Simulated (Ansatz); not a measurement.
**KBr under changes of volume**

One of the cells (35.937 Å³/atom); the others are scaled copies at fixed shape and fractional positions:

```xyz
2
Lattice="0.0000 3.3000 3.3000 3.3000 0.0000 3.3000 3.3000 3.3000 0.0000" Properties=species:S:1:pos:R:3 pbc="T T T"
Br    3.3000    3.3000    3.3000
K     0.0000    0.0000    0.0000
```

- Program: Ansatz 0.2.0
- Functional: PBE
- Potentials or basis: Ansatz PAW earlier set
- Cutoff: 680 eV (not typed: the program's choice for these potentials)
- k mesh: 7 × 7 × 7
- Occupations: fermi-dirac, width 0.05 eV
- Spin: no spin polarisation

| volume (Å³/atom) | energy over the lowest point (meV/atom) | pressure (GPa) | gap on the mesh (eV) |
| --- | --- | --- | --- |
| 33.781 | ? | ? | ? |
| 34.500 | 13.28 | 1.5 | 4.55 |
| 35.218 | 7.60 | 1.1 | 4.49 |
| 35.937 | 3.61 | 0.7 | 4.43 |
| 36.656 | 1.13 | 0.4 | 4.38 |
| 37.374 | 0.00 | 0.1 | 4.33 |
| 38.093 | 0.08 | -0.1 | 4.28 |

Question: What does the run at 33.781 Å³/atom give?

Answer: Energy over the lowest point 20.85 meV/atom; pressure 1.9 GPa; gap on the mesh 4.61 eV.

Worked out: A Birch-Murnaghan fit of order 3 (a polynomial in V^(-2/3)) to the other rows has its minimum at 37.68 Å³/atom with B0 = V·E''(V) = 13.4 GPa and B' = 4.9. It gives 20.86 meV/atom at 33.781 Å³/atom, against the run's 20.85, and -dE/dV = 1.9 GPa, against 1.9. A straight line through the other rows of the gap, of slope -2.71 eV per unit of ln V (its deformation potential), extrapolates to 4.60 eV, against the run's 4.61.

Energies are extrapolated to zero smearing.

Caveats: odd divisions of the mesh miss points on the zone boundary, where band edges often lie, so the gap on the mesh can be too wide.

A mesh can miss the band edges. Spin-orbit coupling on Br is left out.
